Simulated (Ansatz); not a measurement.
## Calculated electric field gradients for SiC with one atom moved

The cell is a diffraction structure from the COD, relaxed with PBE at fixed cell and then changed (atom 6 (Si) moved by 0.05 Å).

```
Si C
1.0
     1.53890   -2.66750    0.00000
     1.53890    2.66750    0.00000
     0.00000    0.00000   15.12190
Si C
6 6
Direct
  0.16666 0.83334 0.85772
  0.83334 0.16666 0.35772
  0.50011 0.49989 0.52451
  0.49989 0.50011 0.02451
  0.83344 0.16656 0.69122
  0.15804 0.81642 0.18984
  0.50018 0.49982 0.64981
  0.49982 0.50018 0.14981
  0.16662 0.83338 0.98268
  0.83338 0.16662 0.48268
  0.83340 0.16660 0.81619
  0.16660 0.83340 0.31619
```

Atoms are numbered from 1 in the order listed; like atoms form one site, named after its first atom.

All values are calculated (Ansatz; DFT, PBE, plane waves and PAW (field gradients read without the response of the frozen cores, which leaves them typically 4 to 6 % off), scalar-relativistic, 420 eV cutoff, Γ-centred 10×10×2 k-points, Fermi–Dirac smearing 0.02 eV), not measured.

V_zz is the principal component of the electric field gradient with the largest magnitude, η = (V_xx − V_yy)/V_zz and C_Q = eQV_zz/h. Directions are in the Cartesian axes of the cell vectors above, for the atom listed; none is given where the gradient is under 0.02 or η is above 0.95.

| site | first atom | first shell | V_zz (10²¹ V/m²) | η | direction of V_zz (x, y, z) |
| --- | --- | --- | --- | --- | --- |
| Si1 | 1 | 4 C at 1.89 Å | 0.26 | 0.02 | 0.00 -0.02 1.00 |
| Si2 | 2 | 4 C at 1.89 Å | 0.27 | 0.26 | -0.02 0.01 1.00 |
| Si3 | 3 | 4 C at 1.89 Å | 0.012 | 0.75 | – |
| Si4 | 4 | 4 C at 1.89 Å | -0.049 | 0.25 | -0.01 0.09 1.00 |
| Si5 | 5 | 4 C at 1.88–1.89 Å | 0.29 | 0.01 | 0.00 -0.02 1.00 |
| Si6 | 6 | 4 C at 1.86–1.92 Å | -1.29 | 0.90 | -0.50 0.87 0.00 |
| C7 | 7 | 4 Si at 1.88–1.89 Å | 0.20 | 0.07 | 0.00 0.00 1.00 |
| C8 | 8 | 4 Si at 1.86–1.92 Å | 0.20 | 0.13 | -0.29 -0.17 0.94 |
| C9 | 9 | 4 Si at 1.89 Å | 0.054 | 0.31 | -0.06 -0.04 1.00 |
| C10 | 10 | 4 Si at 1.89 Å | 0.059 | 0.28 | 0.03 0.03 1.00 |
| C11 | 11 | 4 Si at 1.89 Å | 0.020 | 0.67 | -0.01 -0.02 1.00 |
| C12 | 12 | 4 Si at 1.89–1.91 Å | 0.17 | 0.06 | 0.23 0.14 0.96 |

The atoms aren't relaxed after the move (largest force 1.1 eV/Å).
